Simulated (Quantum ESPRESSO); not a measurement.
# Al (P6_3/mmc) in Quantum ESPRESSO: single point with PBE

Aim: the single point of Al with PBE.

Program: Quantum ESPRESSO 7.5. These are calculated values, not measurements. Logs are shortened: lines on timing, memory, paths and dates and some standing lists are left out, and cuts for length are marked.

## Step 1: The structure

It takes space group P6_3/mmc (No. 194, hexagonal). The conventional cell has a = 2.812 Å, b = 2.812 Å, c = 4.867 Å, α = 90.00°, β = 90.00°, γ = 120.00°. Al (site symmetry -6m2) has 12 Al at 2.81 to 2.93 Å as nearest neighbours.

This isn't the form of Al at room conditions, which is fcc.

## Step 2: Single point, PBE

Contents of run.py:

```python
import numpy as np
from ase.calculators.espresso import Espresso, EspressoProfile
import spglib
from ase import Atoms
from ase.io import read

atoms = read('Al.cif')
cell, pos, num = spglib.standardize_cell((atoms.cell[:], atoms.get_scaled_positions(), atoms.numbers), to_primitive=True, symprec=1e-4)
atoms = Atoms(numbers=num, cell=cell, scaled_positions=pos, pbc=True)

input_data = {
    'control': {'calculation': 'scf', 'prefix': 'pwscf', 'outdir': './tmp', 'tprnfor': True, 'tstress': True, 'disk_io': 'nowf'},
    'system': {'ecutwfc': 55.0, 'ecutrho': 440.0, 'nbnd': 8, 'occupations': 'smearing', 'smearing': 'fd', 'degauss': 0.00367493},
    'electrons': {'conv_thr': 4e-10, 'electron_maxstep': 120, 'mixing_beta': 0.5},
}
pseudopotentials = {'Al': 'Al.pbe-n-kjpaw_psl.1.0.0.UPF'}
profile = EspressoProfile(command='pw.x', pseudo_dir='pseudo')
dft = Espresso(profile=profile, input_data=input_data, pseudopotentials=pseudopotentials, kpts=(11, 11, 6), koffset=(0, 0, 0))
atoms.calc = dft

print(f'energy {atoms.get_potential_energy():.8f} eV')
print('forces (eV/A)')
print(np.round(atoms.get_forces(), 6))
print('stress (eV/A^3, Voigt)')
print(np.round(atoms.get_stress(), 8))
print(f'Fermi level {dft.get_fermi_level():.4f} eV')
```

Contents of Al.cif:

```cif
data_Al
_cell_length_a 2.81245535
_cell_length_b 2.81245535
_cell_length_c 4.86685000
_cell_angle_alpha 90.00000000
_cell_angle_beta 90.00000000
_cell_angle_gamma 120.00000000
_space_group_name_H-M_alt 'P6_3/mmc'
_space_group_name_Hall '-P 6c 2c'
_space_group_IT_number 194
loop_
_space_group_symop_operation_xyz
'x,y,z'
'-x,-y,-z'
'x-y,x,z+1/2'
'-x+y,-x,-z+1/2'
'-y,x-y,z'
'y,-x+y,-z'
'-x,-y,z+1/2'
'x,y,-z+1/2'
'-x+y,-x,z'
'x-y,x,-z'
'y,-x+y,z+1/2'
'-y,x-y,-z+1/2'
'-y,-x,-z+1/2'
'y,x,z+1/2'
'-x,-x+y,-z'
'x,x-y,z'
'-x+y,y,-z+1/2'
'x-y,-y,z+1/2'
'y,x,-z'
'-y,-x,z'
'x,x-y,-z+1/2'
'-x,-x+y,z+1/2'
'x-y,-y,-z'
'-x+y,y,z'
loop_
_atom_site_label
_atom_site_type_symbol
_atom_site_symmetry_multiplicity
_atom_site_Wyckoff_symbol
_atom_site_fract_x
_atom_site_fract_y
_atom_site_fract_z
_atom_site_occupancy
Al1 Al 2 c 0.3333333333 0.6666666667 0.2500000000 1
```

Potentials or basis: SSSP 1.3 efficiency PBE.

On the command line:

```bash
> OMP_NUM_THREADS=1 python run.py
```

What it wrote:

```text
energy -1074.86890889 eV
forces (eV/A)
[[ 0. -0.  0.]
 [ 0.  0.  0.]]
stress (eV/A^3, Voigt)
[-0.0101842  -0.0101842   0.01838427 -0.         -0.         -0.        ]
Fermi level 7.8207 eV
```

espresso.pwi:

```text
&CONTROL
   calculation      = 'scf'
   tstress          = .true.
   tprnfor          = .true.
   outdir           = './tmp'
   prefix           = 'pwscf'
   disk_io          = 'nowf'
   pseudo_dir       = 'pseudo'
/
&SYSTEM
   nbnd             = 8
   ecutwfc          = 55.0
   ecutrho          = 440.0
   occupations      = 'smearing'
   degauss          = 0.00367493
   smearing         = 'fd'
   ntyp             = 1
   nat              = 2
   ibrav            = 0
/
&ELECTRONS
   electron_maxstep = 120
   conv_thr         = 4e-10
   mixing_beta      = 0.5
/
&IONS
/
&CELL
/
&FCP
/
&RISM
/
ATOMIC_SPECIES
Al 26.9815385 Al.pbe-n-kjpaw_psl.1.0.0.UPF

K_POINTS automatic
11 11 6  0 0 0

CELL_PARAMETERS angstrom
2.81245535000000 0.00000000000000 0.00000000000000
-1.40622767500000 2.43565778010945 0.00000000000000
0.00000000000000 0.00000000000000 4.86685000000000

ATOMIC_POSITIONS angstrom
Al -0.0000000000 1.6237718534 1.2167125000  
Al 1.4062276750 0.8118859267 3.6501375000
```

espresso.pwo:

```text
This program is part of the open-source Quantum ESPRESSO suite
     for quantum simulation of materials; please cite
         "P. Giannozzi et al., J. Phys.:Condens. Matter 21 395502 (2009);
         "P. Giannozzi et al., J. Phys.:Condens. Matter 29 465901 (2017);
         "P. Giannozzi et al., J. Chem. Phys. 152 154105 (2020);
     in publications or presentations arising from this work. More details at

Warning: card &CELL ignored
Warning: card &FCP ignored
Warning: card &RISM ignored

     file Al.pbe-n-kjpaw_psl.1.0.0.UPF: wavefunction(s)  3S 3P renormalized
     Message from routine setup:
     using ibrav=0 with symmetry is DISCOURAGED, use correct ibrav instead

     G-vector sticks info
     --------------------
     sticks:   dense  smooth     PW     G-vecs:    dense   smooth      PW
     Sum         847     433    127                35083    12451    2071

     Using Slab Decomposition

     bravais-lattice index     =            0
     lattice parameter (alat)  =       5.3148  a.u.
     unit-cell volume          =     224.9813 (a.u.)^3
     number of atoms/cell      =            2
     number of atomic types    =            1
     number of electrons       =         6.00
     number of Kohn-Sham states=            8
     kinetic-energy cutoff     =      55.0000  Ry
     charge density cutoff     =     440.0000  Ry
     scf convergence threshold =      4.0E-10
     mixing beta               =       0.5000
     number of iterations used =            8  plain     mixing
     Exchange-correlation= SLA  PW   PBX  PBC
                           (   1   4   3   4   0   0   0)

     celldm(1)=   5.314770  celldm(2)=   0.000000  celldm(3)=   0.000000
     celldm(4)=   0.000000  celldm(5)=   0.000000  celldm(6)=   0.000000

     crystal axes: (cart. coord. in units of alat)
               a(1) = (   1.000000   0.000000   0.000000 )
               a(2) = (  -0.500000   0.866025   0.000000 )
               a(3) = (   0.000000   0.000000   1.730463 )

     reciprocal axes: (cart. coord. in units 2 pi/alat)
               b(1) = (  1.000000  0.577350 -0.000000 )
               b(2) = (  0.000000  1.154701  0.000000 )
               b(3) = (  0.000000 -0.000000  0.577880 )

     PseudoPot. # 1 for Al read from file:
     Al.pbe-n-kjpaw_psl.1.0.0.UPF
     Pseudo is Projector augmented-wave + core cor, Zval =  3.0
     Generated using "atomic" code by A. Dal Corso  v.5.1
     Shape of augmentation charge: PSQ
     Using radial grid of 1135 points,  6 beta functions with:
                l(1) =   0
                l(2) =   0
                l(3) =   1
                l(4) =   1
                l(5) =   2
                l(6) =   2
     Q(r) pseudized with 0 coefficients

     atomic species   valence    mass     pseudopotential
     Al                3.00    26.98154     Al( 1.00)

     24 Sym. Ops., with inversion, found (12 have fractional translation)

   Cartesian axes

     site n.     atom                  positions (alat units)
         1        Al     tau(   1) = (  -0.0000000   0.5773503   0.4326158  )
         2        Al     tau(   2) = (   0.5000000   0.2886751   1.2978473  )

     number of k points=    64  Fermi-Dirac smearing, width (Ry)=  0.0037
                       cart. coord. in units 2pi/alat
        k(    1) = (   0.0000000   0.0000000   0.0000000), wk =   0.0027548
        k(    2) = (   0.0000000   0.0000000   0.0963133), wk =   0.0055096
        k(    3) = (   0.0000000   0.0000000   0.1926267), wk =   0.0055096
        k(    4) = (   0.0000000   0.0000000  -0.2889400), wk =   0.0027548
        k(    5) = (   0.0000000   0.1049728   0.0000000), wk =   0.0165289
        k(    6) = (   0.0000000   0.1049728   0.0963133), wk =   0.0330579
[... 56 lines left out ...]
        k(   63) = (   0.2727273   0.5773503   0.1926267), wk =   0.0330579
        k(   64) = (   0.2727273   0.5773503  -0.2889400), wk =   0.0165289

     Dense  grid:    35083 G-vectors     FFT dimensions: (  36,  36,  64)

     Smooth grid:    12451 G-vectors     FFT dimensions: (  25,  25,  48)

     Initial potential from superposition of free atoms

     starting charge       5.9954, renormalised to       6.0000
     Starting wfcs are    8 randomized atomic wfcs

     Self-consistent Calculation

     iteration #  1     ecut=    55.00 Ry     beta= 0.50
     Davidson diagonalization with overlap
     ethr =  1.00E-02,  avg # of iterations =  4.5

     Threshold (ethr) on eigenvalues was too large:
     Diagonalizing with lowered threshold

     Davidson diagonalization with overlap
     ethr =  1.73E-04,  avg # of iterations =  4.9

     total energy              =     -79.00195587 Ry
     estimated scf accuracy    <       0.01070926 Ry

     iteration #  2     ecut=    55.00 Ry     beta= 0.50
     Davidson diagonalization with overlap
     ethr =  1.78E-04,  avg # of iterations =  1.0

     total energy              =     -79.00135923 Ry
     estimated scf accuracy    <       0.00244154 Ry

     iteration #  3     ecut=    55.00 Ry     beta= 0.50
     Davidson diagonalization with overlap
     ethr =  4.07E-05,  avg # of iterations =  1.3

     total energy              =     -79.00141125 Ry
     estimated scf accuracy    <       0.00000173 Ry

     iteration #  4     ecut=    55.00 Ry     beta= 0.50
     Davidson diagonalization with overlap
     c_bands:  1 eigenvalues not converged
     ethr =  2.89E-08,  avg # of iterations =  5.3

     total energy              =     -79.00141456 Ry
     estimated scf accuracy    <       0.00000025 Ry

     iteration #  5     ecut=    55.00 Ry     beta= 0.50
     Davidson diagonalization with overlap
     ethr =  4.16E-09,  avg # of iterations =  1.2

     total energy              =     -79.00141457 Ry
     estimated scf accuracy    <          3.4E-09 Ry

     iteration #  6     ecut=    55.00 Ry     beta= 0.50
     Davidson diagonalization with overlap
     ethr =  5.66E-11,  avg # of iterations =  2.4

     End of self-consistent calculation

          k = 0.0000 0.0000 0.0000 (  1581 PWs)   bands (ev):

    -3.2721   2.7318   2.9691  18.9506  19.2342  19.2342  19.4530  19.4530

          k = 0.0000 0.0000 0.0963 (  1558 PWs)   bands (ev):

    -3.0986   1.0020   5.0076  16.3161  19.3663  19.3663  19.5959  19.5959

          k = 0.0000 0.0000 0.1926 (  1558 PWs)   bands (ev):

    -2.5795  -0.5219   7.4559  13.1641  19.7535  19.7535  20.0003  20.0003

          k = 0.0000 0.0000-0.2889 (  1510 PWs)   bands (ev):

    -1.7186  -1.7186  10.1850  10.1850  20.2667  20.2667  20.2669  20.2669

          k = 0.0000 0.1050 0.0000 (  1569 PWs)   bands (ev):

    -3.0659   2.9338   3.1617  16.1533  17.5869  18.5410  19.8980  20.2678

          k = 0.0000 0.1050 0.0963 (  1554 PWs)   bands (ev):

    -2.8927   1.2024   5.2009  16.0259  16.8235  17.7317  19.1160  20.2431

          k = 0.0000 0.1050 0.1926 (  1547 PWs)   bands (ev):

    -2.3743  -0.3195   7.6440  13.3152  16.8619  18.1655  18.4760  19.8763

          k = 0.0000 0.1050-0.2889 (  1550 PWs)   bands (ev):

    -1.5145  -1.5145  10.3635  10.3635  17.5598  17.5598  18.8849  18.8849

          k = 0.0000 0.2099 0.0000 (  1563 PWs)   bands (ev):

    -2.4492   3.5344   3.7395  12.7177  16.1873  17.1077  18.2919  18.4906

          k = 0.0000 0.2099 0.0963 (  1551 PWs)   bands (ev):

    -2.2767   1.8012   5.7767  12.8600  16.3340  16.4120  16.8015  18.5207

          k = 0.0000 0.2099 0.1926 (  1541 PWs)   bands (ev):

    -1.7605   0.2858   8.1989  13.1097  14.1159  15.2383  16.7744  18.5318

          k = 0.0000 0.2099-0.2889 (  1544 PWs)   bands (ev):

    -0.9043  -0.9043  10.8684  10.8684  14.2149  14.2149  17.5081  17.5081

          k = 0.0000 0.3149 0.0000 (  1547 PWs)   bands (ev):

    -1.4276   4.5093   4.7023   9.5325  14.7351  15.1399  15.3417  16.8783

          k = 0.0000 0.3149 0.0963 (  1550 PWs)   bands (ev):

    -1.2563   2.7901   6.7073   9.7020  13.4073  15.2872  16.3469  17.1709

          k = 0.0000 0.3149 0.1926 (  1553 PWs)   bands (ev):

    -0.7437   1.2874   9.0001  10.2436  12.0540  14.7881  15.7295  17.4994

          k = 0.0000 0.3149-0.2889 (  1556 PWs)   bands (ev):

     0.1063   0.1063  10.6535  10.6535  12.1687  12.1687  16.4672  16.4673

          k = 0.0000 0.4199 0.0000 (  1547 PWs)   bands (ev):

    -0.0104   5.6150   6.0467   6.9076  12.1950  12.4825  14.4434  16.0472

          k = 0.0000 0.4199 0.0963 (  1548 PWs)   bands (ev):
[... 141 lines left out ...]
     2.3814   4.5142   8.0148   8.3087   8.9606  10.5753  10.9760  14.8014

          k = 0.1818 0.5249 0.0963 (  1541 PWs)   bands (ev):

     2.5465   4.6521   6.5749   8.4322   9.1232  10.7444  12.4360  13.4893

          k = 0.1818 0.5249 0.1926 (  1553 PWs)   bands (ev):

     3.0383   4.7498   5.5321   7.1877   9.5756  11.3410  13.2320  15.1225

          k = 0.1818 0.5249-0.2889 (  1556 PWs)   bands (ev):

     3.8385   3.8385   6.1088   6.1088  10.3545  10.3545  15.6360  15.6360

          k = 0.2727 0.4724 0.0000 (  1544 PWs)   bands (ev):

     2.1850   6.2194   6.5096   8.1398   8.4317  11.9710  12.1844  13.0623

          k = 0.2727 0.4724 0.0963 (  1542 PWs)   bands (ev):

     2.3508   5.9208   6.6642   7.0760   9.8040  10.7013  11.3521  14.5984

          k = 0.2727 0.4724 0.1926 (  1543 PWs)   bands (ev):

     2.8459   4.7624   7.1127   7.2491   9.1377   9.3218  12.9870  16.6055

          k = 0.2727 0.4724-0.2889 (  1538 PWs)   bands (ev):

     3.6606   3.6606   7.6384   7.6384   8.4671   8.4671  15.4941  15.4941

          k = 0.2727 0.5774 0.0000 (  1542 PWs)   bands (ev):

     4.0987   4.1818   6.2296   9.5388   9.6951  10.3973  10.9152  12.5994

          k = 0.2727 0.5774 0.0963 (  1540 PWs)   bands (ev):

     4.2565   4.3389   6.3438   8.2736   8.5084  10.3100  12.4405  12.6380

          k = 0.2727 0.5774 0.1926 (  1537 PWs)   bands (ev):

     4.7116   4.7934   6.4061   6.8900   7.5482   9.0321  14.6846  14.8322

          k = 0.2727 0.5774-0.2889 (  1544 PWs)   bands (ev):

     5.2371   5.2371   6.0045   6.0045   7.9841   7.9841  16.7403  16.7403

     the Fermi energy is     7.8207 ev

!    total energy              =     -79.00141457 Ry
     total all-electron energy =      -971.286978 Ry
     estimated scf accuracy    <          3.0E-11 Ry
     smearing contrib. (-TS)   =      -0.00033292 Ry
     internal energy E=F+TS    =     -79.00108165 Ry

     The total energy is F=E-TS. E is the sum of the following terms:
     one-electron contribution =       6.28067982 Ry
     hartree contribution      =       0.01227042 Ry
     xc contribution           =      -5.17121782 Ry
     ewald contribution        =     -10.76419948 Ry
     one-center paw contrib.   =     -69.35861459 Ry

     convergence has been achieved in   6 iterations

     Forces acting on atoms (cartesian axes, Ry/au):

     atom    1 type  1   force =     0.00000000   -0.00000000    0.00000000
     atom    2 type  1   force =     0.00000000    0.00000000    0.00000000

     Total force =     0.000000     Total SCF correction =     0.000000

     Computing stress (Cartesian axis) and pressure

          total   stress  (Ry/bohr**3)                   (kbar)     P=        1.06
   0.00011092   0.00000000   0.00000000           16.32        0.00        0.00
   0.00000000   0.00011092   0.00000000            0.00       16.32        0.00
   0.00000000   0.00000000  -0.00020023            0.00        0.00      -29.46

=------------------------------------------------------------------------------=
   JOB DONE.
=------------------------------------------------------------------------------=
```

Run time: 11 s. Hardware: 1 thread of Arm Neoverse V2, shared host; peak memory 0.16 GiB.

Results:

```
Free energy            : -1074.8690 eV
Pressure               : 0.1 GPa
Band gap on the k mesh : none (metal or under the smearing width)
```

Stress tensor (GPa, compression positive):
```
 1.63  0.00  0.00
 0.00  1.63  0.00
 0.00  0.00 -2.95
```

## Step 3: For comparison

An earlier run on the cell as given: functional PBE; potentials or basis SSSP 1.3 efficiency PBE; cutoff 748 eV; density cutoff 5987 eV; k mesh 11 × 11 × 6; occupations fermi-dirac, width 0.05 eV; no spin polarisation.

- Pressure: 0.1 GPa
- Band gap on the k mesh: none (metal or under the smearing width)
